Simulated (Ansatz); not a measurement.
A run of Ansatz 0.2.0 is set up as follows.

File input.yaml:

```yaml
crystal:
  lattice:
    - [5.93, 0.0, 0.0]
    - [0.0, 5.93, 0.0]
    - [0.0, 0.0, 6.98]
  atoms:
    - { symbol: Ge, position: [0.375, 0.1667, 0.75] }
    - { symbol: Ge, position: [0.3333, 0.875, 0.5] }
    - { symbol: Ge, position: [0.625, 0.8333, 0.25] }
    - { symbol: Ge, position: [0.6667, 0.125, 0.0] }
    - { symbol: Ge, position: [0.875, 0.3333, 0.5] }
    - { symbol: Ge, position: [0.8333, 0.625, 0.75] }
    - { symbol: Ge, position: [0.125, 0.6667, 0.0] }
    - { symbol: Ge, position: [0.1667, 0.375, 0.25] }
    - { symbol: Ge, position: [0.575, 0.425, 0.25] }
    - { symbol: Ge, position: [0.925, 0.925, 0.5] }
    - { symbol: Ge, position: [0.425, 0.575, 0.75] }
    - { symbol: Ge, position: [0.075, 0.075, 0.0] }
hamiltonian:
  xc: pbesol
  pseudopotentials: { kind: paw }
  dispersion: d4
kpoints:
  mp_grid: { grid: [5, 5, 4] }
scf:
  occupations: { method: fermi_dirac, width: 0.05 }
output:
  forces: true
  stress: true
  eigenvalues: true
relax:
  f_tol: 0.01
  max_steps: 40
  cell: { stress_tol: 0.05 }
```

Potentials or basis: Ansatz PAW.

Command:

```console
$ ansatz run input.yaml --threads 4 --pin off --max-ram 11264MiB --backend cpu --events-out ev --progress --plain --runs-dir out
```

(1) Predict the band gap on the k mesh.

(2) Predict the relaxed cell.

## Answers

(1) 0.57 eV, indirect (least direct gap 0.74 eV).

(2) a = 5.891 Å, b = 5.891 Å, c = 6.867 Å, α = 90.00°, β = 90.00°, γ = 90.00°.

Caveat: odd divisions of the mesh miss points on the zone boundary, where band edges often lie, so the gap on the mesh can be too wide; the plane-wave basis is chosen anew once the cell has moved, so the energies of steps on either side of that aren't comparable.
